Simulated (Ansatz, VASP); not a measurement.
One calculation of Ni, two programs

```
CELL_PARAMETERS angstrom
0.00000 1.76044 1.76044
1.76044 0.00000 1.76044
1.76044 1.76044 0.00000
ATOMIC_POSITIONS crystal
Ni 0.00000 0.00000 0.00000
```

Change from the starting cell: volume scaled by 1.04.

Alike in both runs: task single point; functional PBEsol; k mesh 13 × 13 × 13; occupations fermi-dirac, width 0.05 eV; collinear spin.

```csv
,VASP,Ansatz
version,VASP 6.6.1,Ansatz 0.2.0
potentials or method,"VASP PAW PBE potentials, release 64 (Ni), cutoff 520 eV","all-electron LAPW, scalar-relativistic"
```

Ansatz gave:

```
gap on the k mesh at the Fermi level (eV)                     : none
pressure (GPa)                                                : -10.2
net moment per atom (μB)                                      : 0.63
size of the moment on the site where the two differ most (μB) : 0.66
```

Question: Which values does VASP return?

Answer: gap on the k mesh at the Fermi level (eV): none; pressure (GPa): -10.1; net moment per atom (μB): 0.63; size of the moment on the site where the two differ most (μB): 0.64.

Site moments also hang on the region over which each program counts them. A gap of «none» marks a metal or a gap that the smearing closes. Ansatz ran all-electron here, so the differences hold the error of VASP's frozen core and of both bases.

Caveats: the PAW data sets were made with another functional, which shifts forces and pressure a little (VASP).
